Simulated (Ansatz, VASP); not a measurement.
# Two plane-wave programs on CaO

```
Ca O
1.0
     0.00000    2.39127    2.41542
     2.41542    0.00000    2.41542
     2.41542    2.39127    0.00000
Ca O
1 1
Direct
  0.50000 0.50000 0.50000
  0.00000 0.00000 0.00000
```

Change from the starting cell: strain e2 = -0.01, atoms carried along.

Alike in both runs: task single point; functional PBE; k mesh 12 × 12 × 12; occupations gaussian, width 0.05 eV; no spin polarisation.

```csv
,VASP,Ansatz
version,VASP 6.6.1,Ansatz 0.2.0
potentials or method,"VASP PAW PBE potentials, release 64 (Ca_sv, O)","scalar-relativistic, plane waves, PAW"
plane-wave cutoff (eV),520,420
valence electrons in the cell,16,16
```

Ansatz gave:

```
gap on the k mesh at the Fermi level (eV)       : 3.62
least direct gap on the mesh (eV)               : 4.02
pressure (GPa)                                  : 1.1
largest component of the traceless stress (GPa) : 1.04
```

Q: Which values does VASP return?

A: gap on the k mesh at the Fermi level (eV): 3.60; least direct gap on the mesh (eV): 4.00; pressure (GPa): 1.7; largest component of the traceless stress (GPa): 1.09.

A k mesh can miss the band edges.
